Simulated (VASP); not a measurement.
# CoH (Fm-3m) in VASP: a series of runs, part 2 of 2

VASP 6.6.1. The steps go on from the part before.

### 5 Single point, LDA, collinear spin, ferromagnetic start

The input, INCAR:

```
  PREC = Accurate
  ENCUT = 520
  EDIFF = 1E-6
  ISMEAR = 0
  SIGMA = 0.05
  LREAL = False
  LASPH = True
  NELM = 100
  ALGO = Normal
  ISIF = 2
  LWAVE = False
  LCHARG = False
  ISPIN = 2
  MAGMOM = 2 0
  LORBIT = 11
  LMAXMIX = 4
  GGA = CA
  ADDGRID = False
```

The input, KPOINTS:

```
Automatic mesh
0
Gamma
  5 5 5
```

The input, POSCAR:

```
CoH
1.0
    0.0000000000      1.8429617100      1.8429617100
    1.8429617100      0.0000000000      1.8429617100
    1.8429617100      1.8429617100      0.0000000000
Co H
1 1
Direct
    0.0000000000      0.0000000000      0.0000000000
    0.5000000000      0.5000000000      0.5000000000
```

Potentials or basis: VASP PAW LDA potentials, release 64 (Co, H_s).

The run is started by

```
cat potpaw_LDA.64/Co/POTCAR potpaw_LDA.64/H_s/POTCAR > POTCAR
mpirun -np 1 vasp_std > vasp.out
```

OUTCAR:

```text
PREC = Accurate
   ENCUT = 520
   EDIFF = 1E-6
   ISMEAR = 0
   LREAL = False
   LASPH = True
   NELM = 100
   ISIF = 2
   ISPIN = 2
   LORBIT = 11
   GGA = CA

 Found     10 irreducible k-points:

 Following reciprocal coordinates:
            Coordinates               Weight
  0.000000  0.000000  0.000000      1.000000
  0.200000  0.000000  0.000000      8.000000
  0.400000  0.000000  0.000000      8.000000
  0.200000  0.200000  0.000000      6.000000
  0.400000  0.200000  0.000000     24.000000
 -0.400000  0.200000  0.000000     24.000000
   k-points           NKPTS =     10   k-points in BZ     NKDIM =     10   number of bands    NBANDS=     10
   number of dos      NEDOS =    301   number of ions     NIONS =      2
   total plane-waves  NPLWV =   8000
   dimension x,y,z NGX =    20 NGY =   20 NGZ =   20
   dimension x,y,z NGXF=    40 NGYF=   40 NGZF=   40
   ions per type =               1   1
   NGX,Y,Z   is equivalent  to a cutoff of  12.76, 12.76, 12.76 a.u.
   NGXF,Y,Z  is equivalent  to a cutoff of  25.51, 25.51, 25.51 a.u.
 SYSTEM =  unknown system
   PREC   = accura    normal or accurate (medium, high low for compatibility)
   ISTART =      0    job   : 0-new  1-cont  2-samecut
   ICHARG =      2    charge: 1-file 2-atom 10-const
   ISPIN  =      2    spin polarized calculation?
   LNONCOLLINEAR =      F non collinear calculations
   LSORBIT =      F    spin-orbit coupling
   LASPH  =      T    aspherical Exc in radial PAW
   ENCUT  =  520.0 eV  38.22 Ry    6.18 a.u.   4.85  4.85  4.85*2*pi/ulx,y,z
   NELM   =    100;   NELMIN=  2; NELMDL= -5     # of ELM steps
   EDIFF  = 0.1E-05   stopping-criterion for ELM
[... 18 lines left out ...]
     AMIX     =   0.40;   BMIX     =  1.00
     AMIX_MAG =   1.60;   BMIX_MAG =  1.00
  volume/ion in A,a.u.               =       6.26        42.24
  Fermi-wavevector in a.u.,A,eV,Ry     =   1.518968  2.870433 31.392214  2.307263
  Thomas-Fermi vector in A             =   2.628017
   LORBIT       =     11    0 simple, 1 ext, 2 COOP (PROOUT), +10 PAW based schemes
   GGA     = CA    functional components
[... 5 lines left out ...]
 spin polarized calculation
 Gauss-broadening in eV      SIGMA  =   0.05
  energy-cutoff  :      520.00
  volume of cell :       12.52
 maximum number of plane-waves:       344
   NGX =  9   NGY =  9   NGZ =  9

 number of electron      10.0000000 magnetization       2.0000000

 number of electron       9.9999994 magnetization       1.0400705

 Free energy of the ion-electron system (eV)
  ---------------------------------------------------
  ext. energy  EPLUGINS =         0.00000000
  ---------------------------------------------------
  free energy    TOTEN  =       -11.79024609 eV

  energy without entropy =      -11.78352197  energy(sigma->0) =      -11.78688403

 E-fermi :  10.1378     XC(G=0): -13.7050

 val. band max:       10.1054968593   @ k =   0.4000   0.4000   0.0000
 cond. band min:      10.1545223320   @ k =   0.4000   0.2000   0.0000
 fundamental gap:      0.0490254727
 Fermi energy:        10.1378204345

 spin component 1

 k-point     1 :       0.0000    0.0000    0.0000
  band No.  band energies     occupation
      1      -2.4256      1.00000
      2       7.4545      1.00000
      3       7.4545      1.00000
      4       7.4545      1.00000
      5       8.5234      1.00000
      6       8.5234      1.00000
      7      25.0917      0.00000
      8      30.6316      0.00000
      9      31.1421      0.00000
     10      31.1421      0.00000

 k-point     2 :       0.2000    0.0000    0.0000
  band No.  band energies     occupation
      1      -1.1221      1.00000
      2       7.0168      1.00000
      3       7.6304      1.00000
      4       7.6304      1.00000
      5       8.4826      1.00000
      6       8.4826      1.00000
      7      20.2573      0.00000
      8      26.7490      0.00000
      9      30.6593      0.00000
     10      30.6593      0.00000

 k-point     3 :       0.4000    0.0000    0.0000
  band No.  band energies     occupation
      1       2.1976      1.00000
      2       5.6315      1.00000
      3       7.3471      1.00000
      4       7.3471      1.00000
      5       9.0948      1.00000
      6       9.0948      1.00000
      7      14.8936      0.00000
      8      23.1800      0.00000
      9      30.6372      0.00000
     10      30.6372      0.00000

 k-point     4 :       0.2000    0.2000    0.0000
  band No.  band energies     occupation
      1      -0.7803      1.00000
      2       6.8070      1.00000
      3       7.8182      1.00000
      4       7.9832      1.00000
      5       7.9832      1.00000
      6       8.7649      1.00000
      7      20.9550      0.00000
      8      26.4860      0.00000
      9      26.4860      0.00000
     10      28.5737      0.00000

 k-point     5 :       0.4000    0.2000    0.0000
  band No.  band energies     occupation
      1       1.4837      1.00000
      2       6.1961      1.00000
      3       7.1631      1.00000
      4       8.0328      1.00000
      5       9.1740      1.00000
      6       9.2035      1.00000
      7      16.7475      0.00000
      8      21.8543      0.00000
      9      24.9931      0.00000
     10      28.1142      0.00000

 k-point     6 :      -0.4000    0.2000    0.0000
  band No.  band energies     occupation
      1       3.1304      1.00000
      2       5.4908      1.00000
      3       7.1087      1.00000
      4       7.7817      1.00000
      5       9.0612      1.00000
      6      10.2881      0.00001
      7      14.3981      0.00000
      8      19.7210      0.00000
      9      26.5236      0.00000
     10      26.8128      0.00000

 [... further k-points ...]

 spin component 2

 k-point     1 :       0.0000    0.0000    0.0000
  band No.  band energies     occupation
      1      -2.3696      1.00000
      2       8.4723      1.00000
      3       8.4723      1.00000
      4       8.4723      1.00000
      5       9.4235      1.00000
      6       9.4235      1.00000
      7      25.0904      0.00000
      8      30.6458      0.00000
      9      31.2152      0.00000
     10      31.2152      0.00000

 k-point     2 :       0.2000    0.0000    0.0000
  band No.  band energies     occupation
      1      -1.0667      1.00000
      2       7.9473      1.00000
      3       8.6150      1.00000
      4       8.6150      1.00000
      5       9.4166      1.00000
      6       9.4166      1.00000
      7      20.3949      0.00000
      8      26.9522      0.00000
      9      30.8574      0.00000
     10      30.8574      0.00000

 k-point     3 :       0.4000    0.0000    0.0000
  band No.  band energies     occupation
      1       2.2677      1.00000
      2       6.2311      1.00000
      3       8.2237      1.00000
      4       8.2237      1.00000
      5      10.1589      0.27541
      6      10.1589      0.27541
      7      15.4944      0.00000
      8      23.2407      0.00000
      9      30.8815      0.00000
     10      30.8815      0.00000

 k-point     4 :       0.2000    0.2000    0.0000
  band No.  band energies     occupation
      1      -0.7212      1.00000
      2       7.7526      1.00000
      3       8.6201      1.00000
      4       9.0257      1.00000
      5       9.0257      1.00000
      6       9.6785      1.00000
      7      21.0476      0.00000
      8      26.7147      0.00000
      9      26.7147      0.00000
     10      28.8442      0.00000

 k-point     5 :       0.4000    0.2000    0.0000
  band No.  band energies     occupation
      1       1.5798      1.00000
      2       6.9894      1.00000
      3       7.9553      1.00000
      4       8.9703      1.00000
      5      10.1545      0.31832
      6      10.2551      0.00045
      7      17.1235      0.00000
      8      22.1165      0.00000
      9      25.2224      0.00000
     10      28.4059      0.00000

 k-point     6 :      -0.4000    0.2000    0.0000
  band No.  band energies     occupation
      1       3.2648      1.00000
      2       6.1214      1.00000
      3       7.9361      1.00000
      4       8.6495      1.00000
      5      10.1571      0.29268
      6      11.1847      0.00000
      7      15.0334      0.00000
      8      20.0133      0.00000
      9      26.7139      0.00000
     10      27.0548      0.00000

 [... further k-points ...]

------------------------ aborting loop because EDIFF is reached ----------------------------------------

  FORCE on cell =-STRESS in cart. coord.  units (eV):
  Direction    XX          YY          ZZ          XY          YZ          ZX
  --------------------------------------------------------------------------------------
  -------------------------------------------------------------------------------------
  Total       -1.0914227     -1.0914227     -1.0914227      0.0000000      0.0000000     -0.0000000
  in kB     -139.6769167   -139.6769167   -139.6769167      0.0000000      0.0000000     -0.0000000
  external PRESSURE =    -139.6769167 kB  Pullay stress =       0.0000000 kB

 VOLUME and BASIS-vectors are now :
 -----------------------------------------------------------------------------
  energy-cutoff  :      520.00
  volume of cell :       12.52
      direct lattice vectors                 reciprocal lattice vectors
     0.000000000  1.842961710  1.842961710    -0.271302435  0.271302435  0.271302435
     1.842961710  0.000000000  1.842961710     0.271302435 -0.271302435  0.271302435
     1.842961710  1.842961710  0.000000000     0.271302435  0.271302435 -0.271302435

 POSITION                                       TOTAL-FORCE (eV/Angst)
 -----------------------------------------------------------------------------------
      0.00000      0.00000      0.00000        -0.000000      0.000000      0.000000
      1.84296      1.84296      1.84296         0.000000      0.000000      0.000000
 -----------------------------------------------------------------------------------
    total drift:                                0.000000     -0.000000     -0.000000

  FREE ENERGIE OF THE ION-ELECTRON SYSTEM (eV)
  ---------------------------------------------------
  free  energy   TOTEN  =       -11.7902460929 eV

  energy  without entropy=      -11.7835219722  energy(sigma->0) =      -11.78688403

 total charge

# of ion       s       p       d       tot
------------------------------------------
    1        0.403   0.545   7.451   8.399
    2        0.677   0.094   0.000   0.770
--------------------------------------------------
tot          1.080   0.638   7.451   9.169

 magnetization (x)

# of ion       s       p       d       tot
------------------------------------------
    1       -0.006  -0.015   1.083   1.062
    2       -0.012  -0.006   0.000  -0.017
--------------------------------------------------
tot         -0.018  -0.020   1.083   1.044
```

stdout:

```text
POSCAR found type information on POSCAR CoH
 POSCAR found :  2 types and       2 ions
 scaLAPACK will be used
 LDA part: xc-table for (Slater(with rela. corr.)+CA(PZ))
 , standard interpolation
 POSCAR, INCAR and KPOINTS ok, starting setup
 FFT: planning ... GRIDC
 FFT: planning ... GRID_SOFT
 FFT: planning ... GRID
 WAVECAR not read
 entering main loop
```

Wall time 3.7 s (1 thread of Intel Xeon 6975P-C (Granite Rapids), shared host); peak memory 0.12 GiB.

The run converged, but some of its settings lie outside the range that counts as converged, so its numbers aren't taken as properties of the crystal.

Results:

```yaml
Free_energy: -11.7902 eV
Pressure: -14.0 GPa
Band_gap_on_the_k_mesh: none (metal or under the smearing width)
Net_moment: 1.04 μB per cell
Site_moments: Co +1.06; H -0.02 μB
Valence_electrons_inside_the_program's_atomic_spheres: Co 8.40; H 0.77
```

Caveat: the k mesh is coarse (spacing up to 0.59 Å⁻¹), so the values aren't converged.

### 6 Single point, LDA, collinear spin, ferromagnetic start

Edit INCAR of step 5 so:

```diff
@@ -1,3 +1,3 @@
   PREC = Accurate
-  ENCUT = 520
+  ENCUT = 280
   EDIFF = 1E-6
```

The input, KPOINTS:

```
Automatic mesh
0
Gamma
  7 7 7
```

POSCAR is that of step 5.

Potentials or basis: VASP PAW LDA potentials, release 64 (Co, H_s).

The run is started by

```
cat potpaw_LDA.64/Co/POTCAR potpaw_LDA.64/H_s/POTCAR > POTCAR
mpirun -np 1 vasp_std > vasp.out
```

OUTCAR:

```text
PREC = Accurate
   ENCUT = 280
   EDIFF = 1E-6
   ISMEAR = 0
   LREAL = False
   LASPH = True
   NELM = 100
   ISIF = 2
   ISPIN = 2
   LORBIT = 11
   GGA = CA

 Found     20 irreducible k-points:

 Following reciprocal coordinates:
            Coordinates               Weight
  0.000000  0.000000  0.000000      1.000000
  0.142857  0.000000  0.000000      8.000000
  0.285714  0.000000  0.000000      8.000000
  0.428571  0.000000  0.000000      8.000000
  0.142857  0.142857  0.000000      6.000000
[... 250 lines left out ...]
  external PRESSURE =    -155.4837542 kB  Pullay stress =       0.0000000 kB

 VOLUME and BASIS-vectors are now :
 -----------------------------------------------------------------------------
  energy-cutoff  :      280.00
  volume of cell :       12.52
      direct lattice vectors                 reciprocal lattice vectors
     0.000000000  1.842961710  1.842961710    -0.271302435  0.271302435  0.271302435
     1.842961710  0.000000000  1.842961710     0.271302435 -0.271302435  0.271302435
     1.842961710  1.842961710  0.000000000     0.271302435  0.271302435 -0.271302435

 POSITION                                       TOTAL-FORCE (eV/Angst)
 -----------------------------------------------------------------------------------
      0.00000      0.00000      0.00000         0.000000     -0.000000     -0.000000
      1.84296      1.84296      1.84296        -0.000000      0.000000      0.000000
 -----------------------------------------------------------------------------------
    total drift:                               -0.000000     -0.000000     -0.000000

  FREE ENERGIE OF THE ION-ELECTRON SYSTEM (eV)
  ---------------------------------------------------
  free  energy   TOTEN  =       -11.8184557513 eV

  energy  without entropy=      -11.8165192017  energy(sigma->0) =      -11.81748748

 total charge

# of ion       s       p       d       tot
------------------------------------------
    1        0.404   0.546   7.439   8.389
    2        0.681   0.088   0.000   0.768
--------------------------------------------------
tot          1.084   0.634   7.439   9.157

 magnetization (x)

# of ion       s       p       d       tot
------------------------------------------
    1       -0.006  -0.012   1.198   1.181
    2       -0.009  -0.005   0.000  -0.014
--------------------------------------------------
tot         -0.015  -0.017   1.198   1.167
```

stdout:

```text
POSCAR found type information on POSCAR CoH
 POSCAR found :  2 types and       2 ions
 scaLAPACK will be used
 LDA part: xc-table for (Slater(with rela. corr.)+CA(PZ))
 , standard interpolation
 POSCAR, INCAR and KPOINTS ok, starting setup
 FFT: planning ... GRIDC
 FFT: planning ... GRID_SOFT
 FFT: planning ... GRID
 WAVECAR not read
 entering main loop
```

Run time: 2.1 s. Hardware: 1 thread of Intel Xeon 6975P-C (Granite Rapids), shared host; peak memory 0.1 GiB.

The run converged, but some of its settings lie outside the range that counts as converged, so its numbers aren't taken as properties of the crystal.

What came out:

* Free energy: -11.8185 eV
* Band gap on the k mesh: none (metal or under the smearing width)
* Net moment: 1.16 μB per cell
* Site moments: Co +1.18; H -0.01 μB
* Valence electrons inside the program's atomic spheres: Co 8.39; H 0.77

Caveat: the k mesh is coarse (spacing up to 0.42 Å⁻¹), so the values aren't converged; the cutoff is under 1.25 times the usual one of these potentials, so pressure, stress and relaxed cells hold a basis-set (Pulay) error.
